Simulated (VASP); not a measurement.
InSe:

```
In Se
1.0
     3.63204    0.00000    0.00000
     0.00000    3.63204    0.00000
     0.00000    0.00000    3.63204
In Se
1 1
Direct
  0.50000 0.50000 0.50000
  0.00000 0.00000 0.00000
```

The cell was built by a generator and needn't be a form met in nature.

```yaml
Program: VASP 6.6.1
Task: relaxation of cell and atoms
Functional: r2SCAN
Dispersion: D3(BJ)
Potentials_or_basis: VASP PAW PBE potentials, release 64 (In_d, Se)
Cutoff: 600 eV
k_mesh: 7 × 7 × 7
Occupations: gaussian, width 0.05 eV
Spin: no spin polarisation
```

At the start: pressure -2.8 GPa; volume 23.96 Å³/atom.

Task: How do energy, volume and symmetry change on relaxing?

Result: Over 3 steps the energy falls by 11.2 meV/atom and the volume is 22.75 Å³/atom (-5.0 %); space group Pm-3m (No. 221, to 0.05 Å).

Step by step:
```tsv
step	energy change (eV)	largest force (eV/Å)	pressure (GPa)	volume (Å³)
1	0.0000	0.0000	-2.85	47.91
2	-0.0214	0.0000	0.70	45.02
3	-0.0224	0.0000	0.01	45.51
```

Final structure:
```
CELL_PARAMETERS angstrom
3.57024 0.00000 0.00000
0.00000 3.57024 0.00000
0.00000 0.00000 3.57024
ATOMIC_POSITIONS crystal
In 0.50000 0.50000 0.50000
Se 0.00000 0.00000 0.00000
```

Caveat: the PAW data sets were made with another functional, which shifts forces and pressure a little; pairwise dispersion overbinds metals, which lowers pressure and volume.
